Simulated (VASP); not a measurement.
BN in VASP 6.6.1, single-point calculation

INCAR

```
LASPH = .TRUE.
ISMEAR = -1
ENCUT = 520
IBRION = -1
GGA = PE
LCHARG = .FALSE.
ISIF = 2
NBANDS = 11
PREC = Accurate
SIGMA = 0.02
LWAVE = .FALSE.
ALGO = Eigenval
EDIFF = 1E-7
LREAL = .FALSE.
NELM = 100
NSW = 0
```

KPOINTS

```
KPOINTS created by Atomic Simulation Environment
0
Gamma
12 12 12
0 0 0
```

POSCAR

```
B  N
 1.0000000000000000
    -0.0554560606000000    1.8215624230000000    1.8215624230000000
     1.8215624230000000   -0.0554560606000000    1.8215624230000000
     1.8215624230000000    1.8215624230000000   -0.0554560606000000
 B   N
   1   1
Cartesian
  0.0003668791073425  0.0003668791073425  0.0003668791073425
  0.8965503172426574  0.8965503172426574  0.8965503172426574
```

The recommended PBE PAW datasets give the neutral cell 8 valence electrons.

Command

```
mpirun -np 1 vasp_std
```

**Question.** How does this run end, and what does it give?

**Answer.** It converged. Results: gap between bands v and c on the k mesh -27.53 eV (bands overlap: a metal); least direct gap on the k mesh 1.03 eV; pressure 5471.9 GPa; largest force 8.79 eV/Å. Band v is the last that the valence electrons fill when counted band by band, and c is the next.

OSZICAR

```
N       E                     dE             d eps       ncg     rms          rms(c)
EIG:   1     0.732443300911E+03    0.73244E+03    0.00000E+00     0   0.000E+00
EIG:   2     0.732443300911E+03   -0.84128E-11    0.00000E+00     0   0.000E+00
EIG:   3     0.732443300911E+03   -0.11369E-10    0.00000E+00     0   0.000E+00
EIG:   4     0.732443300911E+03    0.14097E-10    0.00000E+00     0   0.000E+00
EIG:   5     0.732443300911E+03    0.90949E-11    0.00000E+00     0   0.000E+00    0.404E+02
EIG:   6     0.749903633813E+03    0.17460E+02    0.00000E+00     0   0.000E+00    0.243E+02
EIG:   7     0.762394776123E+03    0.12491E+02    0.00000E+00     0   0.000E+00    0.154E+00
EIG:   8     0.762477780501E+03    0.83004E-01    0.00000E+00     0   0.000E+00    0.576E-01
EIG:   9     0.762490796465E+03    0.13016E-01    0.00000E+00     0   0.000E+00    0.147E-02
EIG:  10     0.762490799273E+03    0.28082E-05    0.00000E+00     0   0.000E+00    0.457E-03
EIG:  11     0.762490799795E+03    0.52236E-06    0.00000E+00     0   0.000E+00    0.371E-04
EIG:  12     0.762490799794E+03   -0.12224E-08    0.00000E+00     0   0.000E+00
   1 F= 0.76249080E+03 E0= 0.76249103E+03  d E =-.458413E-03
```

These settings aren't sound, so the numbers aren't properties of the crystal.

The fault: no self-consistency without orbitals.

On sound settings PBE gives a gap of 4.29 eV on its mesh and a pressure of -18.9 GPa for the intended cell. This run's energy (σ→0) differs from it by 389927 meV an atom.
